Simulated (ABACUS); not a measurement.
# MgS (Niningerite) (Fm-3m) in ABACUS: equation of state

How stiff is MgS (Niningerite) in PBEsol, and what volume does it want? The cell is scaled to several volumes.

All numbers are computed with ABACUS 3.10.1; they aren't measurements. Logs are shortened: lines on timing, memory, paths and dates and some standing lists are left out, and cuts for length are marked.

### 1 Starting point

It takes space group Fm-3m (No. 225, cubic). The conventional cell has a = 5.203 Å, b = 5.203 Å, c = 5.203 Å, α = 90.00°, β = 90.00°, γ = 90.00°. Around S (site symmetry m-3m) lie 6 Mg at 2.60 Å. Mg (site symmetry m-3m) is surrounded by 6 S at 2.60 Å.

### 2 Equation of state, PBEsol, 16.55 Å³/atom (volume scaled by 0.94)

File INPUT:

```
INPUT_PARAMETERS
suffix              MgS
calculation         scf
basis_type          pw
pseudo_dir          ./
symmetry            1
dft_functional      pbesol
ecutwfc             84
pseudo_rcut         7
nspin               1
nbands              12
ks_solver           dav
smearing_method     fd
smearing_sigma      0.00367493
scf_thr             1e-08
scf_nmax            100
mixing_type         broyden
mixing_beta         0.7
cal_force           1
cal_stress          1
kpar                4
```

File STRU:

```
ATOMIC_SPECIES
S 32.0600 S.upf
Mg 24.3050 Mg.upf

LATTICE_CONSTANT
1.8897261246

LATTICE_VECTORS
0.0000000000 2.5485401997 2.5485401997
2.5485401997 0.0000000000 2.5485401997
2.5485401997 2.5485401997 0.0000000000

ATOMIC_POSITIONS
Direct

S
0.0
1
0.5000000000 0.5000000000 0.5000000000 1 1 1

Mg
0.0
1
0.0000000000 0.0000000000 0.0000000000 1 1 1
```

File KPT:

```
K_POINTS
0
Gamma
9 9 9 0 0 0
```

Potentials or basis: PseudoDojo NC SR 0.4.1 PBEsol standard, plane waves.

Started as:

```console
> OMP_NUM_THREADS=1 mpirun -np 4 abacus > log
```

running log:

```text
ABACUS v3.10.1

               Atomic-orbital Based Ab-initio Computation at UStc

 ------------------------------------------------------------------------------------

 READING GENERAL INFORMATION
                           global_out_dir = OUT.MgS/
                           global_in_card = INPUT
                               pseudo_dir = ./
                              orbital_dir =
                                    DSIZE = 4
                                    GSIZE = 1

 READING UNITCELL INFORMATION
                                    ntype = 2
                  lattice constant (Bohr) = 1.88973
              lattice constant (Angstrom) = 1

 READING ATOM TYPE 1
                               atom label = S
                      L=0, number of zeta = 1
                      L=1, number of zeta = 1
                      L=2, number of zeta = 1
             number of atom for this type = 1

 READING ATOM TYPE 2
                               atom label = Mg
                      L=0, number of zeta = 1
                      L=1, number of zeta = 1
                      L=2, number of zeta = 1
             number of atom for this type = 1

                        TOTAL ATOM NUMBER = 2
DIRECT COORDINATES
    atom                   x                   y                   z     mag                  vx                  vy                  vz
taud_S1            0.5000000000        0.5000000000        0.5000000000  0.0000        0.0000000000        0.0000000000        0.0000000000
taud_Mg1            0.0000000000        0.0000000000        0.0000000000  0.0000        0.0000000000        0.0000000000        0.0000000000

                          Volume (Bohr^3) = 223.409
                             Volume (A^3) = 33.1058

 Lattice vectors: (Cartesian coordinate: in unit of a_0)
                   +0            +2.54854            +2.54854
             +2.54854                  +0            +2.54854
             +2.54854            +2.54854                  +0
 Reciprocal vectors: (Cartesian coordinate: in unit of 2 pi/a_0)
            -0.196191           +0.196191           +0.196191
            +0.196191           -0.196191           +0.196191
            +0.196191           +0.196191           -0.196191
 The esolver type has been set to : ksdft_pw

                PAO radial cut off (Bohr) = 7

 Read in pseudopotential file is S.upf
                     pseudopotential type = NC
          exchange-correlation functional = PBESOL
                 nonlocal core correction = 1
                        valence electrons = 6
                                     lmax = 2
                           number of zeta = 2
                     number of projectors = 6
                           L of projector = 0
[... 5 lines left out ...]
                PAO radial cut off (Bohr) = 7

 Read in pseudopotential file is Mg.upf
[... 187 lines left out ...]
WARNING: norm of atomic wavefunction # 2 of atomic type S is 0.999702, renormalized

 number of pseudo atomic orbitals for Mg is 3
WARNING: norm of atomic wavefunction # 3 of atomic type Mg is 0.994389, renormalized

 -------------------------------------------
 SELF-CONSISTENT
 -------------------------------------------
                                 init_chg = atomic

 PW ALGORITHM --------------- ION=   1  ELEC=   1--------------------------------
 Notice: Threshold on eigenvalues was too large.
 hsover_error=0.16 > DRHO=0.0807076
 Origin diag ethr = 0.01
 New diag ethr = 0.000504422

 Density error is 0.0813321325657
                          Error Threshold = 0.000504422223175
----------------------------------------------------------
     Energy           Rydberg                 eV
----------------------------------------------------------
 E_KohnSham     -140.8437881925      -1916.2780473228
 E_Harris       -141.9226781225      -1930.9570978855
 E_Fermi        0.6014895618         8.1836853282
----------------------------------------------------------
[... 51 lines left out ...]
 Density error is 9.22077673316e-09
                          Error Threshold = 9.7873303205e-10
----------------------------------------------------------
     Energy           Rydberg                 eV
----------------------------------------------------------
 E_KohnSham     -140.8610897540      -1916.5134471433
 E_KS(sigma->0) -140.8610897540      -1916.5134471433
 E_Harris       -140.8614270408      -1916.5180361662
 E_band         -23.5641564875       -320.6067967940
 E_one_elec     -84.0552137733       -1143.6298539244
 E_Hartree      43.5773855373        592.9007472498
 E_xc           -22.0711296444       -300.2931244607
 E_Ewald        -78.3121318736       -1065.4912160080
 E_entropy(-TS) -0.0000000000        -0.0000000000
 E_descf        0.0000000000         0.0000000000
 E_exx          0.0000000000         0.0000000000
 E_Fermi        0.6609297564         8.9924106641
----------------------------------------------------------

 charge density convergence is achieved
 final etot is -1916.5134471 eV
 EFERMI = 8.9924106641 eV

 STATE ENERGY(eV) AND OCCUPATIONS    NSPIN == 1
 1/9 kpoint (Cartesian) = 0.0000 0.0000 0.0000 (2891 pws)
       1       -67.2321     0.00274348
       2       -34.1840     0.00274348
       3       -34.1840     0.00274348
       4       -34.1840     0.00274348
       5       -5.99907     0.00274348
       6        7.04928     0.00274348
       7        7.04928     0.00274348
       8        7.04928     0.00274348
       9        11.1393    6.17887e-22
      10        14.8460    3.93198e-54
      11        14.8460    3.93198e-54
      12        14.8460    3.93198e-54
[... 57 lines left out ...]
 6/9 kpoint (Cartesian) = 0.0000 0.0000 0.043598 (2882 pws)
       1       -67.2320      0.0164609
       2       -34.1850      0.0164609
       3       -34.1844      0.0164609
       4       -34.1844      0.0164609
       5       -5.82086      0.0164609
       6        6.17663      0.0164609
       7        6.75399      0.0164609
       8        6.75399      0.0164609
       9        12.1125    1.30484e-29
      10        14.0018    5.07130e-46
      11        15.4401    1.63022e-58
      12        15.4401    1.63022e-58

[... levels at 3 further k points ...]

------------------------------------------------------------------------------------------
 TOTAL-FORCE (eV/Angstrom)
------------------------------------------------------------------------------------------
                        S1         0.0000000000         0.0000000000         0.0000000000
                       Mg1         0.0000000000         0.0000000000         0.0000000000
------------------------------------------------------------------------------------------

----------------------------------------------------------------
 TOTAL-STRESS (KBAR)
----------------------------------------------------------------
        43.5060556959        -0.0000000000        -0.0000000000
        -0.0000000000        43.5060556959         0.0000000000
        -0.0000000000         0.0000000000        43.5060556959
----------------------------------------------------------------
 TOTAL-PRESSURE: 43.506056 KBAR

 --------------------------------------------
 !FINAL_ETOT_IS -1916.5134471432870669 eV
 --------------------------------------------
```

It took 12 s on 4 MPI ranks of AMD EPYC 7R43 (Zen 3), shared host; peak memory 0.28 GiB.

What came out:

```yaml
Free_energy: -1916.5134 eV
Pressure: 4.4 GPa
Band_gap_on_the_k_mesh: 2.96 eV, indirect (least direct gap 4.09 eV)
```

Caveat: an odd mesh through Γ misses points on the zone boundary, where band edges often lie.

### 3 Equation of state, PBEsol, 16.91 Å³/atom (volume scaled by 0.96)

INPUT is that of step 2.

STRU: that of step 2 with these lines changed.

```diff
@@ -8,5 +8,5 @@
 LATTICE_VECTORS
-0.0000000000 2.5485401997 2.5485401997
-2.5485401997 0.0000000000 2.5485401997
-2.5485401997 2.5485401997 0.0000000000
+0.0000000000 2.5664882573 2.5664882573
+2.5664882573 0.0000000000 2.5664882573
+2.5664882573 2.5664882573 0.0000000000
```

KPT is that of step 2.

Potentials or basis: PseudoDojo NC SR 0.4.1 PBEsol standard, plane waves.

Started as:

```console
> OMP_NUM_THREADS=1 mpirun -np 4 abacus > log
```

Wall time 13 s (4 MPI ranks of AMD EPYC 7R43 (Zen 3), shared host); peak memory 0.32 GiB.

The run converged. Its results:

- Free energy: -1916.5283 eV
- Pressure: 2.4 GPa
- Band gap on the k mesh: 2.92 eV, indirect (least direct gap 3.92 eV)

Caveat: an odd mesh through Γ misses points on the zone boundary, where band edges often lie.

### 4 Equation of state, PBEsol, 17.26 Å³/atom (volume scaled by 0.98)

INPUT is that of step 3.

STRU: that of step 3 with these lines changed.

```diff
@@ -8,5 +8,5 @@
 LATTICE_VECTORS
-0.0000000000 2.5664882573 2.5664882573
-2.5664882573 0.0000000000 2.5664882573
-2.5664882573 2.5664882573 0.0000000000
+0.0000000000 2.5841887356 2.5841887356
+2.5841887356 0.0000000000 2.5841887356
+2.5841887356 2.5841887356 0.0000000000
```

KPT is that of step 3.

Started as:

```console
> OMP_NUM_THREADS=1 mpirun -np 4 abacus > log
```

It took 16 s on 4 MPI ranks of AMD EPYC 7R43 (Zen 3), shared host; peak memory 0.32 GiB.

It converged, with:

```yaml
Free_energy: -1916.5351 eV
Pressure: 0.7 GPa
Band_gap_on_the_k_mesh: 2.87 eV, indirect (least direct gap 3.75 eV)
```

Caveat: an odd mesh through Γ misses points on the zone boundary, where band edges often lie.

### 5 Equation of state, PBEsol, 17.61 Å³/atom

INPUT is that of step 4.

STRU: that of step 4 with these lines changed.

```diff
@@ -8,5 +8,5 @@
 LATTICE_VECTORS
-0.0000000000 2.5841887356 2.5841887356
-2.5841887356 0.0000000000 2.5841887356
-2.5841887356 2.5841887356 0.0000000000
+0.0000000000 2.6016500000 2.6016500000
+2.6016500000 0.0000000000 2.6016500000
+2.6016500000 2.6016500000 0.0000000000
```

KPT is that of step 4.

Started as:

```console
> OMP_NUM_THREADS=1 mpirun -np 4 abacus > log
```

It took 17 s on 4 MPI ranks of AMD EPYC 7R43 (Zen 3), shared host; peak memory 0.32 GiB.

Results (log left out):

```
Free energy            : -1916.5347 eV
Pressure               : -0.9 GPa
Band gap on the k mesh : 2.83 eV, indirect (least direct gap 3.59 eV)
```

Caveat: an odd mesh through Γ misses points on the zone boundary, where band edges often lie.

### 6 Equation of state, PBEsol, 17.96 Å³/atom (volume scaled by 1.02)

INPUT is that of step 5.

STRU: that of step 5 with these lines changed.

```diff
@@ -8,5 +8,5 @@
 LATTICE_VECTORS
-0.0000000000 2.6016500000 2.6016500000
-2.6016500000 0.0000000000 2.6016500000
-2.6016500000 2.6016500000 0.0000000000
+0.0000000000 2.6188799723 2.6188799723
+2.6188799723 0.0000000000 2.6188799723
+2.6188799723 2.6188799723 0.0000000000
```

KPT is that of step 5.

Potentials or basis: PseudoDojo NC SR 0.4.1 PBEsol standard, plane waves.

Started as:

```console
> OMP_NUM_THREADS=1 mpirun -np 4 abacus > log
```

Run time: 20 s. Hardware: 4 MPI ranks of AMD EPYC 7R43 (Zen 3), shared host; peak memory 0.32 GiB.

Results (log left out):

```
Free energy            : -1916.5277 eV
Pressure               : -2.3 GPa
Band gap on the k mesh : 2.79 eV, indirect (least direct gap 3.44 eV)
```

Caveat: an odd mesh through Γ misses points on the zone boundary, where band edges often lie.

### 7 Equation of state, PBEsol, 18.31 Å³/atom (volume scaled by 1.04)

INPUT is that of step 6.

STRU: that of step 6 with these lines changed.

```diff
@@ -8,5 +8,5 @@
 LATTICE_VECTORS
-0.0000000000 2.6188799723 2.6188799723
-2.6188799723 0.0000000000 2.6188799723
-2.6188799723 2.6188799723 0.0000000000
+0.0000000000 2.6358861629 2.6358861629
+2.6358861629 0.0000000000 2.6358861629
+2.6358861629 2.6358861629 0.0000000000
```

KPT is that of step 6.

Started as:

```console
> OMP_NUM_THREADS=1 mpirun -np 4 abacus > log
```

Run time: 14 s. Hardware: 4 MPI ranks of AMD EPYC 7R43 (Zen 3), shared host; peak memory 0.32 GiB.

Results (log left out):

| Quantity | Value |
| --- | --- |
| Free energy | -1916.5148 eV |
| Pressure | -3.6 GPa |
| Band gap on the k mesh | 2.75 eV, indirect (least direct gap 3.29 eV) |

Caveat: an odd mesh through Γ misses points on the zone boundary, where band edges often lie.

### 8 Equation of state, PBEsol, 18.67 Å³/atom (volume scaled by 1.06)

INPUT is that of step 7.

STRU: that of step 7 with these lines changed.

```diff
@@ -8,5 +8,5 @@
 LATTICE_VECTORS
-0.0000000000 2.6358861629 2.6358861629
-2.6358861629 0.0000000000 2.6358861629
-2.6358861629 2.6358861629 0.0000000000
+0.0000000000 2.6526756995 2.6526756995
+2.6526756995 0.0000000000 2.6526756995
+2.6526756995 2.6526756995 0.0000000000
```

KPT is that of step 7.

Started as:

```console
> OMP_NUM_THREADS=1 mpirun -np 4 abacus > log
```

It took 18 s on 4 MPI ranks of AMD EPYC 7R43 (Zen 3), shared host; peak memory 0.32 GiB.

The run converged. Its results:

```
Free energy            : -1916.4965 eV
Pressure               : -4.7 GPa
Band gap on the k mesh : 2.71 eV, indirect (least direct gap 3.15 eV)
```

Caveat: an odd mesh through Γ misses points on the zone boundary, where band edges often lie.

### 9 Equation of state, PBEsol

Potentials or basis: PseudoDojo NC SR 0.4.1 PBEsol standard, plane waves.

No new run: the results of the series are fitted here.

Results:

| Item | Value |
| --- | --- |
| Equilibrium volume | 17.41 Å³/atom |
| Bulk modulus | 78 GPa |
| Pressure derivative of the bulk modulus | 4.0 |

Energy against volume, from the lowest point:
```
volume (Å³/atom)  energy (meV/atom)
          16.553              10.82
          16.905               3.42
          17.257               0.00
          17.609               0.21
          17.962               3.71
          18.314              10.16
          18.666              19.28
```
